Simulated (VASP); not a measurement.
Input for VASP

File KPOINTS:
```
Automatic mesh
0
Gamma
6 6 6
0 0 0
```

**INCAR**
```
SYSTEM = NaBr
PREC = Accurate
ENCUT = 400
EDIFF = 1E-6
NELM = 100
ALGO = Normal
LREAL = .FALSE.
LASPH = .TRUE.
ISMEAR = 0
SIGMA = 0.05
GGA = PE
LMAXMIX = 4
LWAVE = .FALSE.
LCHARG = .FALSE.
ISIF = 2
IBRION = 2
NSW = 40
EDIFFG = 0.01
```

POSCAR:
```
NaBr
1
    0.0000000000     2.9850000000     2.9850000000
    2.9850000000     0.0000000000     2.9850000000
    2.9850000000     2.9850000000     0.0000000000
Na Br
1 1
Direct
 -0.0117252931   0.0117252931   0.0284757119
  0.5000000000   0.5000000000   0.5000000000
```

POTCAR, in this order: Na_pv Br (PBE.64 set). Program: vasp_std.

What VASP printed:

File standard output:
```
 POSCAR found type information on POSCAR NaBr
 POSCAR found :  2 types and       2 ions
 Reading from existing POTCAR
 Reading from existing POTCAR
 LDA part: xc-table for (Slater+PW92), standard interpolation
 POSCAR, INCAR and KPOINTS ok, starting setup
 WAVECAR not read
 entering main loop
       N       E                     dE             d eps       ncg     rms          rms(c)
DAV:   1     0.748422564506E+02    0.74842E+02   -0.57240E+03  1496   0.110E+03
DAV:   2     0.640294156555E+00   -0.74202E+02   -0.69321E+02  1650   0.234E+02
DAV:   3    -0.609677394119E+01   -0.67371E+01   -0.66976E+01  1799   0.695E+01
DAV:   4    -0.622869646231E+01   -0.13192E+00   -0.13184E+00  1652   0.109E+01
DAV:   5    -0.623066974791E+01   -0.19733E-02   -0.19732E-02  1844   0.131E+00    0.167E+00
DAV:   6    -0.611356616382E+01    0.11710E+00   -0.19276E-01  1727   0.287E+00    0.104E+00
DAV:   7    -0.610198699187E+01    0.11579E-01   -0.88625E-02  1761   0.189E+00    0.570E-01
DAV:   8    -0.610580909487E+01   -0.38221E-02   -0.63869E-03  1580   0.801E-01    0.108E-01
DAV:   9    -0.610578842813E+01    0.20667E-04   -0.10558E-04  1763   0.109E-01    0.565E-02
DAV:  10    -0.610584956762E+01   -0.61139E-04   -0.11013E-04  1571   0.102E-01    0.122E-02
DAV:  11    -0.610584935598E+01    0.21163E-06   -0.70413E-06  1751   0.305E-02
   1 F= -.61058494E+01 E0= -.61058494E+01  d E =-.610585E+01
 curvature:   0.00 expect dE= 0.000E+00 dE for cont linesearch  0.000E+00
 trial: gam= 0.00000 g(F)=  0.246E-02 g(S)=  0.000E+00 ort = 0.000E+00 (trialstep = 0.100E+01)
 search vector abs. value=  0.246E-02
 bond charge predicted
       N       E                     dE             d eps       ncg     rms          rms(c)
DAV:   1    -0.610759252084E+01   -0.17430E-02   -0.30957E-01  1664   0.449E+00    0.964E-02
DAV:   2    -0.610815852969E+01   -0.56601E-03   -0.58777E-03  1529   0.760E-01    0.323E-02
DAV:   3    -0.610815987208E+01   -0.13424E-05   -0.98053E-05  1751   0.108E-01    0.225E-02
DAV:   4    -0.610815582661E+01    0.40455E-05   -0.29389E-05  1595   0.432E-02    0.637E-03
DAV:   5    -0.610815599643E+01   -0.16983E-06   -0.42183E-06  1568   0.155E-02
   2 F= -.61081560E+01 E0= -.61081560E+01  d E =-.230664E-02
 ZBRENT: can't locate minimum, use default step
 trial-energy change:   -0.002307  1 .order   -0.002304   -0.002465   -0.002144
 step:   4.0000(harm=  7.6820)  dis= 0.02878  next Energy=    -6.115317 (dE=-0.947E-02)
 bond charge predicted
       N       E                     dE             d eps       ncg     rms          rms(c)
DAV:   1    -0.610796078089E+01    0.19505E-03   -0.27916E+00  1664   0.136E+01    0.290E-01
DAV:   2    -0.611325066409E+01   -0.52899E-02   -0.54968E-02  1539   0.231E+00    0.976E-02
DAV:   3    -0.611326909421E+01   -0.18430E-04   -0.95435E-04  1748   0.337E-01    0.680E-02
DAV:   4    -0.611323462844E+01    0.34466E-04   -0.26258E-04  1619   0.142E-01    0.194E-02
DAV:   5    -0.611323617419E+01   -0.15458E-05   -0.37060E-05  1571   0.488E-02    0.646E-03
DAV:   6    -0.611323659217E+01   -0.41797E-06   -0.10669E-06  1218   0.106E-02
   3 F= -.61132366E+01 E0= -.61132366E+01  d E =-.738724E-02
 curvature:  -2.67 expect dE=-0.167E-02 dE for cont linesearch -0.167E-02
 trial: gam=-0.24952 g(F)=  0.624E-03 g(S)=  0.000E+00 ort = 0.124E-02 (trialstep = 0.160E+01)
 search vector abs. value=  0.159E-03
 reached required accuracy - stopping structural energy minimisation
```

OUTCAR:
```
------------------------ aborting loop because EDIFF is reached ----------------------------------------
  FORCE on cell =-STRESS in cart. coord.  units (eV):
  Direction    XX          YY          ZZ          XY          YZ          ZX
  --------------------------------------------------------------------------------------
  Total        0.2119498      0.1812853      0.1739765     -0.0039070      0.0000000      0.0000000
  in kB        6.3838190      5.4602203      5.2400823     -0.1176771      0.0000000      0.0000000
  external PRESSURE =       5.6947072 kB  Pullay stress =       0.0000000 kB
  volume of cell :       53.19
      direct lattice vectors                 reciprocal lattice vectors
     0.000000000  2.985000000  2.985000000    -0.167504188  0.167504188  0.167504188
     2.985000000  0.000000000  2.985000000     0.167504188 -0.167504188  0.167504188
     2.985000000  2.985000000  0.000000000     0.167504188  0.167504188 -0.167504188
 POSITION                                       TOTAL-FORCE (eV/Angst)
 -----------------------------------------------------------------------------------
      0.09122      3.02390      2.98500        -0.073731     -0.032162      0.000000
      3.01378      2.99610      2.98500         0.073731      0.032162      0.000000
 -----------------------------------------------------------------------------------
    total drift:                               -0.000166      0.000154     -0.000004
  FREE ENERGIE OF THE ION-ELECTRON SYSTEM (eV)
  ---------------------------------------------------
  free  energy   TOTEN  =        -6.1132365922 eV

  energy  without entropy=       -6.1132365922  energy(sigma->0) =       -6.11323659

 reached required accuracy - stopping structural energy minimisation
```
(Selected blocks of OUTCAR.)

Read the log: what went wrong, and how is it fixed?

The cause: EDIFFG is positive, so the stop tests the energy change and not the forces. The run ends without an error. Against the sound run, the energy per atom (σ→0) rises by 0.001 eV/atom; the pressure increases by 0.03 GPa; the largest force goes up by 0.076 eV/Å; the band gap is nearly the same. To mend it, set EDIFFG = -0.01.

The mended run (PBE GGA, plane waves, VASP's PBE PAW potentials (set 64)) converges, and its OSZICAR ends with
```
   5 F= -.61159929E+01 E0= -.61159929E+01  d E =-.101436E-01
```

The compound is NaBr in the rock salt structure. In the starting cell atoms are displaced from their ideal sites.
